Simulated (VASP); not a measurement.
C, 2 atoms in the cell. The structure is monoclinic, space group C2/m (No. 12). The conventional cell has a = 4.255 Å, b = 2.457 Å, c = 3.765 Å, α = 90.00°, β = 111.49°, γ = 90.00°. C (site symmetry m) is surrounded by 3 C at 1.42 Å. This is a stacking variant of graphite.

* Program: VASP 6.6.1
* Task: band structure
* Functional: LDA
* Potentials or basis: VASP PAW LDA potentials, release 64 (C)
* Cutoff: 520 eV
* k mesh: 13 × 13 × 8
* Occupations: fermi-dirac, width 0.05 eV
* Spin: no spin polarisation
* Further INCAR settings: ALGO = Normal; EDIFF = 1e-06; NBANDS = 11

Potentials or basis: VASP PAW LDA potentials, release 64 (C).

Command:

```sh
$ cat potpaw_LDA.64/C/POTCAR > POTCAR
$ cp INCAR.step1 INCAR
$ cp KPOINTS.step1 KPOINTS
$ mpirun -np 1 vasp_std > vasp.out
$ cp INCAR.step2 INCAR
$ cp KPOINTS.step2 KPOINTS
$ mpirun -np 1 vasp_std > vasp.out
```

Hardware: 1 thread of Intel(R) Xeon(R) 6975P-C (Granite Rapids), on a shared host.

Question: Estimate the wall time of this run.

Answer: Wall time 24 s on 1 thread of Intel(R) Xeon(R) 6975P-C (Granite Rapids), on a shared host, peak memory 0.15 GiB. Counts: scf iterations 6, k points 150.
